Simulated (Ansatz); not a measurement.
# AlCu3 (Fm-3m) in Ansatz: convergence with n extra bands

Aim: find how far n extra bands must go before the results for AlCu3 settle, at r2SCAN. This setting moves, with any that are tied to it; all else stays.

All numbers are computed with Ansatz 0.2.0; they aren't measurements. Logs are shortened: lines on timing, memory, paths and dates and some standing lists are left out, and cuts for length are marked.

### 1 The crystal as given

The structure is cubic, space group Fm-3m (No. 225). Conventional cell: a = 5.776 Å, b = 5.776 Å, c = 5.776 Å, α = 90.00°, β = 90.00°, γ = 90.00°. Around Cu (site symmetry -43m) lie 4 Al at 2.50 Å and 4 Cu at 2.50 Å. Cu (site symmetry m-3m) has 8 Cu at 2.50 Å as nearest neighbours. Around Al (site symmetry m-3m) lie 8 Cu at 2.50 Å.

The cell comes from a database or a generator and needn't be the stable form of this composition.

### 2 With n extra bands 1

input.yaml reads:

```yaml
crystal:
  lattice:
    - [0.0, 2.888010988, 2.888010988]
    - [2.888010988, 0.0, 2.888010988]
    - [2.888010988, 2.888010988, 0.0]
  atoms:
    - { symbol: Cu, position: [0.75, 0.75, 0.75] }
    - { symbol: Cu, position: [0.25, 0.25, 0.25] }
    - { symbol: Cu, position: [0.5, 0.5, 0.5] }
    - { symbol: Al, position: [0.0, 0.0, 0.0] }
hamiltonian:
  xc: r2scan
  pseudopotentials: { kind: paw }
kpoints:
  mp_grid: { grid: [7, 7, 7] }
scf:
  occupations: { method: methfessel_paxton, width: 0.05 }
  n_extra_bands: 1
output:
  forces: true
  stress: true
  eigenvalues: true
```

Potentials or basis: Ansatz PAW.

Run with:

```console
$ ansatz run input.yaml --threads 2 --pin off --max-ram 5632MiB --backend cpu --events-out ev --progress --plain --runs-dir out
```

The program printed:

```text
Warning: RAYON_NUM_THREADS=2 ignored (pool sized by the plan → 2); use --threads N
scf.n_extra_bands = 1 over 30 filled bands (N_el = 60.0): the run solves 31 bands
Engine: ansatz 0.2.0, aarch64-unknown-linux-gnu
Pseudopotentials: kind: paw
Pseudopotential: Cu, paw, valence charge 19, recommended cutoff 500 eV (meta_gga), Cu.paw.azcp
Pseudopotential: Al, paw, valence charge 3, recommended cutoff 500 eV (meta_gga), Al.paw.azcp
Functional definition: r2SCAN
  parameter k0 = 0.174
  parameter k1 = 0.065
  parameter a1 = 4.9479
  exchange = r2scan_x(k0 = k0, k1 = k1, a1 = a1)
  correlation = r2scan_c
Crystal: 4 atoms, lattice volume = 48.176 Å³
Basis set: ecut = 500 eV, 1243 PW (Γ), exchange–correlation on 120×120×120 points (64 copies of the dense FFT grid, shifted against one another)
Bands: 31, of which v1, the nominal top of the filled ones, is band 30 counted from 1 (29 counted from 0)
Symmetry: 48 space group operations
Space group: Fm-3m (ITA 225), of the structure as read, at distance tolerance 3.6e-5 Å
k-points: 20 of 343
Non-local potential: Cu, projectors of the file, l = 0: 3, l = 1: 2, l = 2: 3, l = 3: 1
Non-local potential: Al, projectors of the file, l = 0: 2, l = 1: 2, l = 2: 1
PAW form: soft (Blöchl's): semilocal exchange-correlation on the pseudo side does not see the compensation charge
PAW frozen core: Cu, regenerated for the run's functional (the file was generated under x = pbe(κ = 0.804, μ = 0.2195149727645171), c = pbe(β = 0.06672455060314922))
PAW frozen core: Al, regenerated for the run's functional (the file was generated under x = pbe(κ = 0.804, μ = 0.2195149727645171), c = pbe(β = 0.06672455060314922))
PAW one-centre angular grid: Cu, 590 points (default); XC on 160 Gauss nodes
PAW one-centre angular grid: Al, 302 points (default); XC on 160 Gauss nodes
Initial density: superposition of atomic densities (neutral atoms: chi_scale 0, normalization atom), corrected by the library's trained network
Initial wavefunctions: pseudopotential atomic-orbital guess
Functional: x = r2scan, c = r2scan; τ floored in thin density (d = 2e-4 eV/Å³)
SCF iter   1: F=—  HF=-20434.947752 eV  |F-HF|=—  |Δ(HF+E_count)|=         —  Δρ=3.74e-2  dr2=4.07e-1  dr2_τ=7.59e-3  ethr=1.77e-3  ⟨swp⟩=4.4  Hψ=2008  notcnv=0
preconditioner: auto → none  [insulator: Δε(μ)=0.317 eV  Ē_g=5.405 eV  σ=0.050 eV  W_gap=0.83  n_scr=14 (ndim 8)  ℏωp=32.1 eV  f_vac=0.000  D(μ)=1.71/eV (n_scr^D=14)  ε∞_Penn≈36.3]
SCF iter   2: F=—  HF=-20435.043910 eV  |F-HF|=—  |Δ(HF+E_count)|=   9.62e-2  S|Δr|=    0.00e0  Δρ=4.60e-2  dr2=6.30e-1  dr2_τ=3.98e-3  ethr=6.78e-4  ⟨swp⟩=2.5  Hψ=1259  notcnv=0
SCF iter   3: F=—  HF=-20434.889633 eV  |F-HF|=—  |Δ(HF+E_count)|=   1.54e-1  S|Δr|=    0.00e0  Δρ=6.31e-3  dr2=1.16e-2  dr2_τ=2.15e-4  ethr=6.78e-4  ⟨swp⟩=2.0  Hψ=1083  notcnv=0
SCF iter   4: F=—  HF=-20434.893284 eV  |F-HF|=—  |Δ(HF+E_count)|=   3.65e-3  S|Δr|=    0.00e0  Δρ=1.22e-2  dr2=5.09e-2  dr2_τ=1.61e-4  ethr=1.94e-5  ⟨swp⟩=2.0  Hψ=1284  notcnv=0
SCF iter   5: F=—  HF=-20434.885259 eV  |F-HF|=—  |Δ(HF+E_count)|=   8.03e-3  S|Δr|=    0.00e0  Δρ=1.03e-3  dr2=5.44e-4  dr2_τ=3.40e-6  ethr=1.94e-5  ⟨swp⟩=2.0  Hψ=999  notcnv=0
SCF iter   6: F=—  HF=-20434.885167 eV  |F-HF|=—  |Δ(HF+E_count)|=   9.15e-5  S|Δr|=    0.00e0  Δρ=1.67e-4  dr2=8.91e-6  dr2_τ=2.85e-7  ethr=9.07e-7  ⟨swp⟩=1.9  Hψ=920  notcnv=0
SCF iter   7: F=—  HF=-20434.885161 eV  |F-HF|=—  |Δ(HF+E_count)|=   6.28e-6  S|Δr|=    0.00e0  Δρ=2.88e-5  dr2=2.51e-7  dr2_τ=8.22e-9  ethr=1.48e-8  ⟨swp⟩=2.0  Hψ=983  notcnv=0
SCF iter   8: F=-20434.885161 eV  HF=-20434.885161 eV  |F-HF|=3.09e-8  |Δ(HF+E_count)|=   1.53e-7  S|Δr|=    0.00e0  Δρ=9.87e-6  dr2=2.74e-8  dr2_τ=1.33e-10  ethr=1.67e-10  ⟨swp⟩=4.5  Hψ=2400  notcnv=0
SCF 1 converged in 8 iterations: F = -20434.885161 eV  dr2 = 2.74e-8
SCF converged after 8 iterations
Stability not checked: this state was not tested for a lower state beside it, because cold or Methfessel-Paxton smearing, or corrected tetrahedra, fill the levels in a way that the test cannot read (fill_not_monotonic; see scf.lower_state_search)
Free energy (F): -20434.885161 eV
Harris-Foulkes:  -20434.885161 eV  (|F-HF|=3.09e-8)
Internal energy: -20434.884657 eV  (E = F + TS)
E sigma→0 (E₀):  -20434.885035 eV
Entropy (-TS):   -0.000504 eV (-0.126 meV/atom)
Fermi energy:    15.412034 eV
--- Per-component energies (eV) ---
  E_band       = -1233.942324
  E_kinetic    = 924.340390
  E_local      = -13917.025261  (includes V_loc(G=0)·N_el)
  E_nonlocal   = 1192.293194
  E_hartree    = 6209.180753
  E_xc         = -290.100569
  E_vxc        = -408.829960  (∫ρ·V_xc dr)
  E_paw        = -5504.846959  (= ΣΔE_a)
  E_vpaw       = -1471.902086  (= ΣTr[D̂ρ^β])
  E_aug_tail   = 0.000428  (compensation charges beyond the density's cutoff)
  E_vtau       = 28.819807  (kinetic-family band-sum trace: ∫τ·v_τ [+ j·A + Jᵃ·Aᵃ] dr)
  E_ewald      = -9047.763201
  E_core_change = -0.963432  (= ΣΔE_core)
  E_smearing   = -0.000504  (= −TS)
  E_closure    = -0.000000  (closes the sum)
  Σ components = -20434.885161   (vs F -20434.885161, Δ=0.00e0)
--- Forces (eV/Å), atoms counted from 1 ---
  atom   1  Cu     0.00000000    -0.00000000     0.00000000
  atom   2  Cu     0.00000000     0.00000000    -0.00000000
  atom   3  Cu     0.00000000    -0.00000000     0.00000000
  atom   4  Al    -0.00000000     0.00000000     0.00000000
  max |Σ_I F_I| component: 2.31e-17 eV/Å
--- Stress (GPa, compression-positive) ---
        0.236522      -0.000000       0.000000
       -0.000000       0.236522       0.000000
        0.000000       0.000000       0.236522
  P = ⅓ Tr σ = 0.2365 GPa (2.365 kbar)
--- Band table (eV; the first three rows and the last of 20) ---
  k-point 0: bands = ["-101.8374", "-101.8349", "-101.5019", "-57.6586", "-57.6586", "-57.6586", "-57.6497", "-57.6497", "-57.6497", "-57.3201", "-57.3201", "-57.3201", "4.1073", "10.3569", "10.3569", "10.4516", "10.4516", "10.4516", "11.3574", "11.3574", "11.3574", "12.3830", "12.3830", "12.3830", "12.5542", "12.5542", "12.6790", "12.6790", "19.1257", "19.1257", "19.1257"]
  k-point 1: bands = ["-101.8372", "-101.8350", "-101.5020", "-57.6589", "-57.6583", "-57.6583", "-57.6502", "-57.6502", "-57.6493", "-57.3203", "-57.3199", "-57.3199", "4.4038", "10.3116", "10.3116", "10.3340", "10.6224", "10.6224", "11.3316", "11.3316", "11.3429", "12.1802", "12.2336", "12.2336", "12.6237", "12.6237", "12.6668", "12.6668", "16.5236", "18.3742", "18.3742"]
  k-point 2: bands = ["-101.8368", "-101.8353", "-101.5020", "-57.6583", "-57.6575", "-57.6575", "-57.6514", "-57.6514", "-57.6497", "-57.3207", "-57.3196", "-57.3196", "5.2730", "9.8085", "10.3600", "10.3600", "10.8779", "10.8779", "11.0817", "11.2859", "11.2859", "11.9306", "11.9718", "11.9718", "12.5995", "12.5995", "12.7153", "12.7153", "14.2548", "17.8947", "17.8947"]
  k-point 19: bands = ["-101.8360", "-101.8360", "-101.5022", "-57.6639", "-57.6603", "-57.6569", "-57.6531", "-57.6466", "-57.6457", "-57.3209", "-57.3200", "-57.3185", "8.2011", "9.1324", "9.1984", "10.1266", "11.0091", "11.0962", "11.2813", "11.3631", "11.4836", "11.6324", "11.9143", "11.9732", "12.5414", "12.5830", "12.6857", "12.9132", "12.9246", "13.2656", "13.8386"]
```

It took 2.5 s on 2 threads of Arm Neoverse V2, shared host; peak memory 0.43 GiB.

What came out:

| Quantity | Value |
| --- | --- |
| Free energy | -20434.8852 eV |
| Pressure | 0.2 GPa |
| Band gap on the k mesh | none (metal or under the smearing width) |

### 3 With n extra bands 2

input.yaml, as its differences from that of step 2:

```diff
@@ -17,3 +17,3 @@
   occupations: { method: methfessel_paxton, width: 0.05 }
-  n_extra_bands: 1
+  n_extra_bands: 2
 output:
```

Potentials or basis: Ansatz PAW.

Run with:

```console
$ ansatz run input.yaml --threads 2 --pin off --max-ram 5632MiB --backend cpu --events-out ev --progress --plain --runs-dir out
```

It took 2.2 s on 2 threads of Arm Neoverse V2, shared host; peak memory 0.44 GiB.

What came out:

| Item | Value |
| --- | --- |
| Free energy | -20434.8852 eV |
| Pressure | 0.2 GPa |
| Band gap on the k mesh | none (metal or under the smearing width) |

### 4 With n extra bands 4

input.yaml, as its differences from that of step 3:

```diff
@@ -17,3 +17,3 @@
   occupations: { method: methfessel_paxton, width: 0.05 }
-  n_extra_bands: 2
+  n_extra_bands: 4
 output:
```

Run with:

```console
$ ansatz run input.yaml --threads 2 --pin off --max-ram 5632MiB --backend cpu --events-out ev --progress --plain --runs-dir out
```

It took 2.3 s on 2 threads of Arm Neoverse V2, shared host; peak memory 0.44 GiB.

Results:

```yaml
Free_energy: -20434.8852 eV
Pressure: 0.2 GPa
Band_gap_on_the_k_mesh: none (metal or under the smearing width)
```

### 5 With n extra bands 8

input.yaml, as its differences from that of step 4:

```diff
@@ -17,3 +17,3 @@
   occupations: { method: methfessel_paxton, width: 0.05 }
-  n_extra_bands: 4
+  n_extra_bands: 8
 output:
```

Run with:

```console
$ ansatz run input.yaml --threads 2 --pin off --max-ram 5632MiB --backend cpu --events-out ev --progress --plain --runs-dir out
```

Wall time 2.4 s (2 threads of Arm Neoverse V2, shared host); peak memory 0.44 GiB.

Results (log left out):

```
Free energy            : -20434.8852 eV
Pressure               : 0.2 GPa
Band gap on the k mesh : none (metal or under the smearing width)
```

### 6 With n extra bands 16

input.yaml, as its differences from that of step 5:

```diff
@@ -17,3 +17,3 @@
   occupations: { method: methfessel_paxton, width: 0.05 }
-  n_extra_bands: 8
+  n_extra_bands: 16
 output:
```

Potentials or basis: Ansatz PAW.

Run with:

```console
$ ansatz run input.yaml --threads 2 --pin off --max-ram 5632MiB --backend cpu --events-out ev --progress --plain --runs-dir out
```

Run time: 2.7 s. Hardware: 2 threads of Arm Neoverse V2, shared host; peak memory 0.44 GiB.

It converged, with:

```yaml
Free_energy: -20434.8852 eV
Pressure: 0.2 GPa
Band_gap_on_the_k_mesh: none (metal or under the smearing width)
```

### 7 With n extra bands 32

input.yaml, as its differences from that of step 6:

```diff
@@ -17,3 +17,3 @@
   occupations: { method: methfessel_paxton, width: 0.05 }
-  n_extra_bands: 16
+  n_extra_bands: 32
 output:
```

Run with:

```console
$ ansatz run input.yaml --threads 2 --pin off --max-ram 5632MiB --backend cpu --events-out ev --progress --plain --runs-dir out
```

It took 3.4 s on 2 threads of Arm Neoverse V2, shared host; peak memory 0.45 GiB.

Results (log left out):

```yaml
Free_energy: -20434.8852 eV
Pressure: 0.2 GPa
Band_gap_on_the_k_mesh: none (metal or under the smearing width)
```

### 8 Summary

| n extra bands | energy less the tightest run, at zero smearing (meV/atom) | SCF cycles | CPU time (s) | peak memory (GiB) |
| --- | --- | --- | --- | --- |
| 1 | 0.00 | 8 | 4.7 | 0.43 |
| 2 | 0.00 | 8 | 4.2 | 0.44 |
| 4 | 0.00 | 8 | 4.3 | 0.44 |
| 8 | 0.00 | 8 | 4.7 | 0.44 |
| 16 | 0.00 | 8 | 5.3 | 0.44 |
| 32 | 0.00 | 8 | 6.4 | 0.45 |

Against the tightest run, the energy stays within 1 meV/atom from 1 on. The tightest run that finished is the yardstick and may itself not be fully converged.

Caveats: the PAW data sets come from PBE, with cores solved anew for the run's functional, which leaves a small shift of forces and pressure.
